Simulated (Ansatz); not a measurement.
Predict the output of the script below (Ansatz's Python interface).

`al.py`
```python
"""SCF run for Al."""

import ansatz as az
from ase.data import atomic_numbers
import numpy as np
from pymatgen.analysis.ewald import EwaldSummation
from pymatgen.core import Structure
import spglib

KMESH = (10, 10, 5)
FUNCTIONAL = "PBE"
SMEARING = "cold"
SIGMA = 0.15


def main() -> None:
    xtal = (
        az.Lattice.from_parameters(2.812455, 2.812455, 4.86685, alpha=90.0, beta=90.0, gamma=120.0)
        .atom("Al", (2 / 3, 1 / 3, 0.75))
        .atom("Al", (1 / 3, 2 / 3, 0.25))
    )

    # the calculation
    job = (
        xtal.calculation()
        .kpoints(*KMESH)  # the mesh must be finer for metals
        .functional(FUNCTIONAL)
        .occupations(SMEARING, width=SIGMA)  # the run then minimises F = E - TS
        .basis(19 * az.Ha)
        .density_of_states(energy_step=0.2, nscf_kmesh_spacing=0.2)  # states per eV and cell
        .band_table()
    )
    done = job.run(threads=1, pin="off")
    report = done.report

    energy = report["free_energy_ev"]
    print("Al: {:.6f} eV = {:.6f} Ry = {:.6f} Ha".format(energy, energy / 13.605693, energy / 27.211386))
    print("Fermi level {:.4f} eV, {} k-points, {} symmetry operations".format(report["fermi_energy_ev"], report["n_kpoints"], report["n_symmetry_ops"]))

    spg_cell = (done.lattice.cell_ang, [s.position_frac for s in done.lattice.sites], [atomic_numbers[s.symbol] for s in done.lattice.sites])
    # the group found depends on the tolerance
    found = spglib.get_symmetry_dataset(spg_cell, symprec=1e-3)
    print(found.international, found.number, "point group", found.pointgroup)
    for site, letter, group in zip(done.lattice.sites, found.wyckoffs, found.site_symmetry_symbols):
        print(f"  {site.symbol:2s} Wyckoff {letter}  site symmetry {group}")

    dos = done.density_of_states()
    energy = np.asarray(dos.energies_ev) - dos.fermi_ev
    top = min(levels[-1] for levels in report["eigenvalues_ev"]) - dos.fermi_ev  # the computed bands end here
    total = np.asarray(dos.spin_summed_g_bin_mean_per_ev)
    print("E - E_F (eV)   states/eV")
    for e in np.arange(-10, min(8, top), 0.5):
        print(f"{e:8.1f} {np.interp(e, energy, total):12.3f}")

    final = Structure(done.lattice.cell_ang, [s.symbol for s in done.lattice.sites], [s.position_frac for s in done.lattice.sites])
    # check the ion-ion term with an independent Ewald sum
    ions = final.copy()
    ions.add_oxidation_state_by_site([report["n_electrons"] / len(ions)] * len(ions))
    print(f"Ewald sum by pymatgen {EwaldSummation(ions).total_energy:.4f} eV, by the run {report['components']['e_ewald']:.4f} eV")


if __name__ == "__main__":
    main()
```

```console
$ python al.py
Al: -1074.950265 eV = -79.007388 Ry = -39.503694 Ha
Fermi level 7.8866 eV, 42 k-points, 24 symmetry operations
P6_3/mmc 194 point group 6/mmm
  Al Wyckoff c  site symmetry -6m2
  Al Wyckoff c  site symmetry -6m2
E - E_F (eV)   states/eV
   -10.0        0.243
    -9.5        0.294
    -9.0        0.327
    -8.5        0.378
    -8.0        0.416
    -7.5        0.451
    -7.0        0.485
    -6.5        0.518
    -6.0        0.552
    -5.5        0.613
    -5.0        0.628
    -4.5        0.615
    -4.0        0.785
    -3.5        0.761
    -3.0        0.534
    -2.5        0.594
    -2.0        0.614
    -1.5        0.864
    -1.0        0.891
    -0.5        0.738
     0.0        0.919
     0.5        0.969
     1.0        0.812
     1.5        0.889
     2.0        0.855
     2.5        0.838
Ewald sum by pymatgen -146.4544 eV, by the run -146.4544 eV
```

Total energies depend on the potentials; only differences at equal settings carry meaning. A total without «per atom» is that of the cell as typed. For a metal this k-point mesh is coarse: on a finer one energies can move by several to tens of meV an atom and pressures by half a GPa or more, differences at one mesh by less. Only differences from the Fermi energy are physical; the zero of the scale is a convention. This isn't the structure that Al takes at ambient conditions. The computed bands are complete only to about 2.7 eV above the Fermi level; beyond that the density of states is undercounted. Wall time of the script: 1.9 s on 1 thread of Arm Neoverse V2 (shared host), peak memory 0.37 GiB.

(Lines on the test bed's own set-up are left out of the output.)
